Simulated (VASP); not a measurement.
## ZnO (zincite): relaxation of cell and atoms with RPBE

The system is ZnO (zincite).

```
Zn O
1.0
     3.32770    0.00000    0.00000
    -1.66385    2.88187    0.00000
     0.00000    0.00000    5.35831
Zn O
2 2
Cartesian
  0.0000 1.9212 2.6765
  1.6638 0.9606 5.3556
  1.6638 0.9606 2.0335
  0.0000 1.9212 4.7127
```

```
Program                : VASP 6.6.1
Task                   : relaxation of cell and atoms
Functional             : RPBE
Potentials or basis    : VASP PAW PBE potentials, release 64 (Zn, O)
Cutoff                 : 600 eV
k mesh                 : 9 × 9 × 5
Occupations            : gaussian, width 0.03 eV
Spin                   : no spin polarisation
Further INCAR settings : ALGO = Normal; EDIFF = 1e-07; IBRION = 2; EDIFFG = -0.005; NSW = 90; ISIF = 3
```

```json
{
  "Relaxed volume": "12.83 Å³/atom",
  "Relaxed cell": "a = 3.325 Å, b = 3.325 Å, c = 5.363 Å, α = 90.00°, β = 90.00°, γ = 120.00°",
  "Space group after relaxing (to 0.05 Å)": "P6_3mc (No. 186)",
  "Energy gained by relaxing": "0.0 meV/atom",
  "Ionic steps": "5",
  "Pressure after relaxing": "0.0 GPa",
  "Band gap on the k mesh": "0.77 eV, direct"
}
```

Final structure:
```
Zn O
1.0
     3.32458    0.00000    0.00000
    -1.66229    2.87917    0.00000
     0.00000    0.00000    5.36348
Zn O
2 2
Direct
  0.33333 0.66667 0.49988
  0.66667 0.33333 0.99988
  0.66667 0.33333 0.37913
  0.33333 0.66667 0.87913
```

Levels at points of the mesh, in eV from the valence-band top:
| k point | band 16 | band 17 | band 18 | band 19 | band 20 | band 21 |
| --- | --- | --- | --- | --- | --- | --- |
| (0.00, 0.00, 0.00) | -0.07 | 0.00 | 0.00 | 0.77 | 5.04 | 8.06 |

Wall time 2.2 min on 1 thread of Intel(R) Xeon(R) Platinum 8259CL CPU @ 2.50GHz (Skylake/Cascade Lake), with other jobs on the host, peak memory 0.21 GiB.

Caveat: the PAW data sets were made with another functional, which shifts forces and pressure a little. A hybrid or GW would open this gap; RPBE tends to underestimate it.
